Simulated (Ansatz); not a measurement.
# Meshes and cutoff for the phonons of CsH (Fm-3m), part 3 of 4

Wanted: convergence of the phonons of CsH (Fm-3m) against cost.

Ansatz 0.2.0; DFT PBEsol, scalar-relativistic, plane waves, PAW.

So far, highest frequency on the path or at a solved wavevector (cm⁻¹): 699 in steps 3, 4, 6 and 11. The relaxed cell has a = 6.252 Å (conventional setting).

The database entry behind the starting cell differs from later determinations by our own check (0.1 to 0.3 % short, probably kX units), so it need not match the best structure at ambient conditions.

## (12) Another k mesh, k-mesh 12×12×12, q mesh 2×2×2

The k mesh is changed to 12×12×12 on a small fixed q mesh, to find the coarsest that serves.

The input, input.yaml:

```yaml
crystal:
  lattice:
    - [0.0, 3.1261165314, 3.1261165314]
    - [3.1261165314, 0.0, 3.1261165314]
    - [3.1261165314, 3.1261165314, 0.0]
  atoms:
    - { symbol: Cs, position: [0.0, 0.0, 0.0] }
    - { symbol: H, position: [0.5, 0.5, 0.5] }
kpoints:
  mp_grid: { grid: [12, 12, 12] }
hamiltonian:
  xc: pbesol
scf:
  occupations: { method: fixed }
output:
  eigenvalues: true
phonons:
  method: dfpt
  dielectric: true
  rigid_motions: translations
  qmesh: [2, 2, 2]
  temperatures: { t_max: 1000, t_step: 50 }
  qpath:
    path:
      - [[0.0, 0.0, 0.0], [0.5, 0.0, 0.5], [0.625, 0.25, 0.625]]
      - [[0.375, 0.375, 0.75], [0.0, 0.0, 0.0], [0.5, 0.5, 0.5], [0.5, 0.25, 0.75], [0.5, 0.0, 0.5]]
    npoints: 10
```

Launch:

```sh
ansatz run input.yaml --threads 4 --pin off --max-ram 7168MiB --backend cpu --events-out ev --progress --plain --runs-dir out
```

Numbers of over 12 decimals in the logs are rounded to 6 here.

Log:

```text
[...]
Crystal: 2 atoms, lattice volume = 61.101 Å³
Basis set: ecut = 420 eV, 1243 PW (Γ), exchange–correlation on 60×60×60 points (8 copies of the dense FFT grid, shifted against one another)
Bands: 9, of which v1, the nominal top of the filled ones, is band 5 counted from 1 (4 counted from 0)
Symmetry: 48 space group operations
k-points: 163 of 1728 (irreducible under 8 space group operations, time reversal used)
[...]
optical modes at Γ + LO–TO along q̂ = [0.0000, 1.0000, 0.0000]:
      ω (cm⁻¹)  modes    IR ((D/Å)²/amu)
        402.10      2            59.2138
        689.39      1            29.6069
  optical modes at Γ + LO–TO along q̂ = [0.0000, 0.0000, 1.0000]:
      ω (cm⁻¹)  modes    IR ((D/Å)²/amu)
        402.10      2            59.2138
        689.39      1            29.6069
--- Phonons (arbitrary-q DFPT): 3 irreducible q on the 2×2×2 mesh ---
[...]
interpolated dispersion: 63 rows × 6 modes
[...]
[key lines of the parts left out:]
SCF converged after 7 iterations
Free energy (F): -5601.799768 eV
Fermi energy:    3.711740 eV
```

The job ended after 36 s (4 threads of Intel Xeon Platinum 8488C (Sapphire Rapids), shared host; peak memory 1 GiB).

Frequencies (cm⁻¹) solved at each irreducible wavevector; negative means imaginary. Frequencies by wavevector, by row:

```
q in reciprocal lattice units  star  mode 1  mode 2  mode 3  mode 4  mode 5  mode 6
                        0 0 0     1       0       0       0   402.1   402.1   402.1
                     0 0 -0.5     4    38.4    38.4    64.5   505.6   505.6   698.8
                  0 -0.5 -0.5     3    33.9    33.9    61.1   427.8   427.8   488.6
```

The highest optical mode at the zone centre (no LO-TO term) is 402.1 cm⁻¹, +0.0 cm⁻¹ against the base run.

## (13) Side by side

Times are for 4 threads of Intel Xeon Platinum 8488C (Sapphire Rapids), shared host. Results by setting:

```
no.    k-mesh  lowest mode on the q mesh (acoustic modes at Γ apart) (cm⁻¹)  highest frequency on the path or at a solved wavevector (cm⁻¹)  time  memory (GiB)
  1     6×6×6                                                         33.82                                                           698.9  11 s          0.59
  2     8×8×8                                                         33.86                                                           698.8  14 s          0.62
  3  12×12×12                                                         33.86                                                           698.8  36 s             1
```

The runs together. Table of phonon density of states by wavenumber; read off at these points; values in 1/cm⁻¹/cell:

```
wavenumber (cm⁻¹)    6×6×6    8×8×8  12×12×12
                5   4.0e-4   4.0e-4    4.0e-4
               25   0.0199   0.0198    0.0198
               35    0.115    0.114     0.114
               55   0.0740   0.0738    0.0738
               75        0        0         0
              105        0        0         0
              125        0        0         0
              145        0        0         0
              175        0        0         0
              195        0        0         0
              225        0        0         0
              245        0        0         0
              275        0        0         0
              295        0        0         0
              315        0        0         0
              345        0        0         0
              365        0        0         0
              395        0        0         0
              415  0.00152  0.00151   0.00151
              435  0.00689   0.0068    0.0068
              465   0.0445   0.0447    0.0447
              485   0.0232   0.0232    0.0232
              515  0.00614   0.0062   0.00619
              535  0.00359  0.00359   0.00359
              565  0.00401  0.00401   0.00401
              585  0.00429  0.00429   0.00429
              605  0.00467  0.00467   0.00467
              635  0.00543  0.00543   0.00543
              655  0.00622  0.00621   0.00621
              685  0.00979  0.00978   0.00978
              705        0        0         0
```

The runs together, line C_V. Table of C_V, 6×6×6 = 8×8×8 = 12×12×12 by temperature:

```
temperature (K)  C_V, 6×6×6 = 8×8×8 = 12×12×12 (J/mol-atom/K)
              0                                             0
             50                                          10.9
            100                                          12.5
            150                                          14.6
            200                                          16.8
            250                                          18.7
            300                                          20.1
            350                                          21.1
            400                                          21.8
            450                                          22.4
            500                                          22.8
            550                                          23.2
            600                                          23.4
            650                                          23.6
            700                                          23.8
            750                                          23.9
            800                                          24.1
            850                                          24.1
            900                                          24.2
            950                                          24.3
           1000                                          24.4
```

## (14) Another cutoff, cutoff 170 eV, q mesh 2×2×2

The cutoff is set to 170 eV on a small fixed q mesh.

input.yaml: that of step 12 with these lines changed.

```diff
@@ -9,3 +9,3 @@
 kpoints:
-  mp_grid: { grid: [12, 12, 12] }
+  mp_grid: { grid: [8, 8, 8] }
 hamiltonian:
@@ -18,4 +18,2 @@
   method: dfpt
-  dielectric: true
-  rigid_motions: translations
   qmesh: [2, 2, 2]
@@ -27 +25,3 @@
     npoints: 10
+basis:
+  ecutwfc: 170
```

Log:

```text
Warning: basis.ecutwfc = 170 eV is below the records' recommended 420 eV, and the density's cutoff is lower with it unless basis.ecutrho_ratio is high enough to keep the records' density cutoff: compare with a run at a higher cutoff
[...]
Crystal: 2 atoms, lattice volume = 61.101 Å³
Basis set: ecut = 170 eV, 331 PW (Γ), exchange–correlation on 40×40×40 points (8 copies of the dense FFT grid, shifted against one another)
Bands: 9, of which v1, the nominal top of the filled ones, is band 5 counted from 1 (4 counted from 0)
Symmetry: 48 space group operations
k-points: 29 of 512
[...]
SCF iter   1: F=—  HF=-5601.192042 eV  |F-HF|=—  |Δ(HF+E_count)|=         —  Δρ=1.29e-2  dr2=4.56e-2  ethr=1.77e-3  ⟨swp⟩=4.3  Hψ=1595  notcnv=0  defer=41
[...]
SCF iter   7: F=-5601.190707 eV  HF=-5601.190707 eV  |F-HF|=1.82e-12  |Δ(HF+E_count)|=  6.96e-10  Δρ=1.00e-7  dr2=9.49e-12  ethr=1.00e-12  ⟨swp⟩=5.1  Hψ=1516  notcnv=0
SCF 1 converged in 7 iterations: F = -5601.190707 eV  dr2 = 9.49e-12
[...]
k-points: 59 of 512 (irreducible under 8 space group operations, time reversal used)
[...]
SCF iter   3: F=-5601.190707 eV  HF=-5601.190707 eV  |F-HF|=0.00e0  |Δ(HF+E_count)|=  3.64e-12  Δρ=6.02e-8  dr2=1.97e-12  ethr=1.00e-12  ⟨swp⟩=1.0  Hψ=1298  notcnv=0
SCF 2 converged in 3 iterations: F = -5601.190707 eV  dr2 = 1.97e-12
[...]
SCF converged after 7 iterations
Free energy (F): -5601.190707 eV
[...]
Internal energy: -5601.190707 eV  (E = F + TS)
E sigma→0 (E₀):  -5601.190707 eV
Fermi energy:    3.756650 eV
[...]
--- Band table (eV; the first three rows and the last of 29) ---
[...]
ASR residual: 6.253e-5 → 0.000e0 eV/Å²; symmetrization residual: 5.906e-7 eV/Å²
  ASR residual per site (eV/Å²): 1.57e-5 6.25e-5
  Γ frequencies (cm⁻¹): 0.00 0.00 0.00 425.75 425.75 425.75
  Unit cell's response to a homogeneous field, on a k mesh of 8×8×8: 1 representative field direction (Σ response iterations 8)
  ε∞ (high-frequency dielectric tensor):
        3.308521     0.000000    -0.000000
        0.000000     3.308521     0.000000
        0.000000     0.000000     3.308521
  ε⁰ (static dielectric tensor): not given — the deck does not say what the cell's rigid motions are, and on a molecule in a box or a wire the rigid rotations would enter the sum over the modes at Γ. For a crystal or a slab, whose only rigid motions are the translations, set phonons.rigid_motions: translations.
  Born effective charges Z* (e; rows j = field, columns β = displacement):
    site 0:
         1.12412   -0.00000   -0.00000
         0.00000    1.12412    0.00000
         0.00000   -0.00000    1.12412
    site 1:
        -1.12412    0.00000    0.00000
        -0.00000   -1.12412   -0.00000
         0.00000    0.00000   -1.12412
  Z* charge neutrality: 2.904e-6 e pre-enforcement
  k-mesh period / interband length: 35.4 Å / 1.70 Å = 20.84 at k = (0.0000, 0.0000, -0.5000), direct gap 2.049 eV — 14 or more, which is no proof of convergence
  optical modes at Γ without the LO–TO term, one row a degenerate level:
      ω (cm⁻¹)  modes    IR ((D/Å)²/amu)
        425.75      3            87.4240
  optical modes at Γ + LO–TO along q̂ = [1.0000, 0.0000, 0.0000]:
      ω (cm⁻¹)  modes    IR ((D/Å)²/amu)
        425.75      2            58.2827
        699.09      1            29.1413
  optical modes at Γ + LO–TO along q̂ = [0.0000, 1.0000, 0.0000]:
      ω (cm⁻¹)  modes    IR ((D/Å)²/amu)
        425.75      2            58.2827
        699.09      1            29.1413
  optical modes at Γ + LO–TO along q̂ = [0.0000, 0.0000, 1.0000]:
      ω (cm⁻¹)  modes    IR ((D/Å)²/amu)
        425.75      2            58.2827
        699.09      1            29.1413
--- Phonons (arbitrary-q DFPT): 3 irreducible q on the 2×2×2 mesh ---
[...]
interpolated dispersion: 63 rows × 6 modes
[...]
```

Elapsed: 4 s, on 4 threads; peak memory 0.49 GiB.

The run finished; it serves as a test, and its numbers are not taken as the result.

## (15) Another cutoff, cutoff 230 eV, q mesh 2×2×2

The cutoff is set to 230 eV on a small fixed q mesh.

input.yaml: that of step 14 with these lines changed.

```diff
@@ -26,2 +26,2 @@
 basis:
-  ecutwfc: 170
+  ecutwfc: 230
```

Log:

```text
[...]
Crystal: 2 atoms, lattice volume = 61.101 Å³
Basis set: ecut = 230 eV, 531 PW (Γ), exchange–correlation on 48×48×48 points (8 copies of the dense FFT grid, shifted against one another)
Bands: 9, of which v1, the nominal top of the filled ones, is band 5 counted from 1 (4 counted from 0)
Symmetry: 48 space group operations
k-points: 29 of 512
[...]
SCF iter   1: F=—  HF=-5601.657703 eV  |F-HF|=—  |Δ(HF+E_count)|=         —  Δρ=7.31e-3  dr2=2.05e-2  ethr=1.77e-3  ⟨swp⟩=4.2  Hψ=1656  notcnv=0  defer=52
[...]
SCF iter   8: F=-5601.654453 eV  HF=-5601.654453 eV  |F-HF|=1.82e-12  |Δ(HF+E_count)|=  7.55e-11  Δρ=7.70e-8  dr2=3.69e-12  ethr=1.00e-12  ⟨swp⟩=5.0  Hψ=1638  notcnv=0
SCF 1 converged in 8 iterations: F = -5601.654453 eV  dr2 = 3.69e-12
[...]
k-points: 59 of 512 (irreducible under 8 space group operations, time reversal used)
[...]
SCF iter   3: F=-5601.654453 eV  HF=-5601.654453 eV  |F-HF|=6.37e-12  |Δ(HF+E_count)|=  4.55e-12  Δρ=1.35e-7  dr2=1.22e-11  ethr=1.00e-12  ⟨swp⟩=1.0  Hψ=1298  notcnv=0
SCF 2 converged in 3 iterations: F = -5601.654453 eV  dr2 = 1.22e-11
[...]
SCF converged after 8 iterations
Free energy (F): -5601.654453 eV
[...]
Internal energy: -5601.654453 eV  (E = F + TS)
E sigma→0 (E₀):  -5601.654453 eV
Fermi energy:    3.728685 eV
[...]
--- Band table (eV; the first three rows and the last of 29) ---
[...]
ASR residual: 8.854e-5 → 0.000e0 eV/Å²; symmetrization residual: 3.918e-8 eV/Å²
  ASR residual per site (eV/Å²): 8.85e-5 2.11e-6
  Γ frequencies (cm⁻¹): 0.00 0.00 0.00 406.15 406.15 406.15
[...]
ε∞ (high-frequency dielectric tensor):
        3.304686     0.000000    -0.000000
        0.000000     3.304686     0.000000
        0.000000     0.000000     3.304686
[...]
Born effective charges Z* (e; rows j = field, columns β = displacement):
    site 0:
         1.13276   -0.00000   -0.00000
         0.00000    1.13276   -0.00000
        -0.00000   -0.00000    1.13276
    site 1:
        -1.13276    0.00000    0.00000
        -0.00000   -1.13276    0.00000
         0.00000    0.00000   -1.13276
  Z* charge neutrality: 1.603e-6 e pre-enforcement
[...]
optical modes at Γ without the LO–TO term, one row a degenerate level:
      ω (cm⁻¹)  modes    IR ((D/Å)²/amu)
        406.15      3            88.7726
  optical modes at Γ + LO–TO along q̂ = [1.0000, 0.0000, 0.0000]:
      ω (cm⁻¹)  modes    IR ((D/Å)²/amu)
        406.15      2            59.1818
        691.03      1            29.5909
  optical modes at Γ + LO–TO along q̂ = [0.0000, 1.0000, 0.0000]:
      ω (cm⁻¹)  modes    IR ((D/Å)²/amu)
        406.15      2            59.1818
        691.03      1            29.5909
  optical modes at Γ + LO–TO along q̂ = [0.0000, 0.0000, 1.0000]:
      ω (cm⁻¹)  modes    IR ((D/Å)²/amu)
        406.15      2            59.1818
        691.03      1            29.5909
--- Phonons (arbitrary-q DFPT): 3 irreducible q on the 2×2×2 mesh ---
[...]
interpolated dispersion: 63 rows × 6 modes
[...]
```

Elapsed: 7.1 s, on 4 threads; peak memory 0.53 GiB.

The run finished; it serves as a test, and its numbers are not taken as the result.

## (16) Another cutoff, cutoff 290 eV, q mesh 2×2×2

The cutoff is set to 290 eV on a small fixed q mesh.

input.yaml: that of step 15 with these lines changed.

```diff
@@ -26,2 +26,2 @@
 basis:
-  ecutwfc: 230
+  ecutwfc: 290
```

Log:

```text
[...]
Crystal: 2 atoms, lattice volume = 61.101 Å³
Basis set: ecut = 290 eV, 701 PW (Γ), exchange–correlation on 50×50×50 points (8 copies of the dense FFT grid, shifted against one another)
Bands: 9, of which v1, the nominal top of the filled ones, is band 5 counted from 1 (4 counted from 0)
Symmetry: 48 space group operations
k-points: 29 of 512
[...]
SCF iter   1: F=—  HF=-5601.770674 eV  |F-HF|=—  |Δ(HF+E_count)|=         —  Δρ=5.29e-3  dr2=1.45e-2  ethr=1.77e-3  ⟨swp⟩=4.2  Hψ=1661  notcnv=0  defer=52
[...]
SCF iter   7: F=-5601.766683 eV  HF=-5601.766683 eV  |F-HF|=3.64e-12  |Δ(HF+E_count)|=  9.41e-10  Δρ=1.18e-7  dr2=7.49e-12  ethr=1.00e-12  ⟨swp⟩=8.2  Hψ=1698  notcnv=0
SCF 1 converged in 7 iterations: F = -5601.766683 eV  dr2 = 7.49e-12
[...]
k-points: 59 of 512 (irreducible under 8 space group operations, time reversal used)
[...]
SCF iter   3: F=-5601.766683 eV  HF=-5601.766683 eV  |F-HF|=9.09e-13  |Δ(HF+E_count)|=  2.73e-12  Δρ=1.12e-7  dr2=8.25e-12  ethr=1.00e-12  ⟨swp⟩=1.0  Hψ=1298  notcnv=0
SCF 2 converged in 3 iterations: F = -5601.766683 eV  dr2 = 8.25e-12
[...]
SCF converged after 7 iterations
Free energy (F): -5601.766683 eV
[...]
Internal energy: -5601.766683 eV  (E = F + TS)
E sigma→0 (E₀):  -5601.766683 eV
Fermi energy:    3.714491 eV
[...]
--- Band table (eV; the first three rows and the last of 29) ---
[...]
ASR residual: 1.415e-4 → 0.000e0 eV/Å²; symmetrization residual: 1.739e-7 eV/Å²
  ASR residual per site (eV/Å²): 1.42e-4 1.02e-5
  Γ frequencies (cm⁻¹): 0.00 0.00 0.00 400.06 400.06 400.06
[...]
ε∞ (high-frequency dielectric tensor):
        3.297582    -0.000000     0.000000
        0.000000     3.297582     0.000000
        0.000000    -0.000000     3.297582
[...]
Born effective charges Z* (e; rows j = field, columns β = displacement):
    site 0:
         1.13332   -0.00000   -0.00000
         0.00000    1.13332    0.00000
         0.00000   -0.00000    1.13332
    site 1:
        -1.13332    0.00000    0.00000
        -0.00000   -1.13332   -0.00000
         0.00000    0.00000   -1.13332
  Z* charge neutrality: 4.169e-6 e pre-enforcement
[...]
optical modes at Γ without the LO–TO term, one row a degenerate level:
      ω (cm⁻¹)  modes    IR ((D/Å)²/amu)
        400.06      3            88.8601
  optical modes at Γ + LO–TO along q̂ = [1.0000, 0.0000, 0.0000]:
      ω (cm⁻¹)  modes    IR ((D/Å)²/amu)
        400.06      2            59.2401
        688.18      1            29.6200
  optical modes at Γ + LO–TO along q̂ = [0.0000, 1.0000, 0.0000]:
      ω (cm⁻¹)  modes    IR ((D/Å)²/amu)
        400.06      2            59.2401
        688.18      1            29.6200
  optical modes at Γ + LO–TO along q̂ = [0.0000, 0.0000, 1.0000]:
      ω (cm⁻¹)  modes    IR ((D/Å)²/amu)
        400.06      2            59.2401
        688.18      1            29.6200
--- Phonons (arbitrary-q DFPT): 3 irreducible q on the 2×2×2 mesh ---
[...]
interpolated dispersion: 63 rows × 6 modes
[...]
```

The job ended after 10 s (4 threads; peak memory 0.54 GiB).

The run finished; it serves as a test, and its numbers are not taken as the result.

(Part 3 of 4 ends here.)

[Logs are printed without paths, hosts, clocks, repeated set-up lines and the standing remarks that a program may print on its own settings, such as how far it seeks lower states.]

[Hosts, paths, dates, database ids (printed as entryN), source tags and the programs' standing remarks are cut or masked in the printed files.]
